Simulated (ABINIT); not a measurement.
Sn: optical spectrum with LDA

The system is Sn.

```xyz
3
Lattice="4.5582 0.0000 0.0000 0.0000 4.5582 0.0000 0.0000 0.0000 4.5582" Properties=species:S:1:pos:R:3 pbc="T T T"
Sn    2.2791    0.0000    0.0000
Sn    0.0000    2.2791    0.0000
Sn    0.0000    0.0000    2.2791
```

The cell was built by a generator and needn't be a form met in nature.

| Item | Value |
| --- | --- |
| Program | ABINIT 10.8.3 (patched build) |
| Task | optical spectrum |
| Functional | LDA |
| Potentials or basis | HGH LDA |
| Cutoff | 381 eV |
| k mesh | 10 × 10 × 10, shifted |
| Occupations | gaussian, width 0.2 eV |
| Spin | no spin polarisation |
| Bands in the sums | 12 |
| Broadening (eV) | 0.2 |
| Scissor shift (eV) | 0 |
| Tensor components | [11] |

```json
{"Pressure": "-3.8 GPa"}
```

Dielectric function (mean over the directions given):
```
energy (eV)  real part  imaginary part
       0.33      32.19           25.38
       0.98      13.93           25.75
       1.63       1.76           17.78
       2.29      -3.05           12.20
       2.94      -5.33            7.15
       3.70      -1.89            3.36
       4.35      -1.10            3.47
       5.01      -0.62            3.63
       5.66      -1.69            2.90
       6.31      -1.16            1.90
       7.08      -1.01            1.11
       7.73      -0.69            1.09
       8.38      -0.65            0.78
       9.03      -0.35            0.53
       9.69      -0.18            0.62
      10.45      -0.16            0.45
      11.10      -0.03            0.33
      11.76       0.05            0.22
      12.41       0.18            0.16
      13.06       0.27            0.12
      13.82       0.36            0.10
      14.48       0.41            0.08
      15.13       0.45            0.07
      15.78       0.49            0.04
      16.44       0.55            0.02
      17.20       0.60            0.01
      17.85       0.63            0.01
      18.50       0.67            0.01
      19.16       0.69            0.01
      19.92       0.72            0.01
```

It took 42 s on 1 thread of Arm Neoverse V1, with other jobs on the host, peak memory 0.5 GiB.

Caveat: the intraband (Drude) term is left out; spectra need much finer meshes, so this one isn't converged; independent-particle spectra lack excitons; HGH potentials are hard and often keep d shells in the core, so these values are rough.
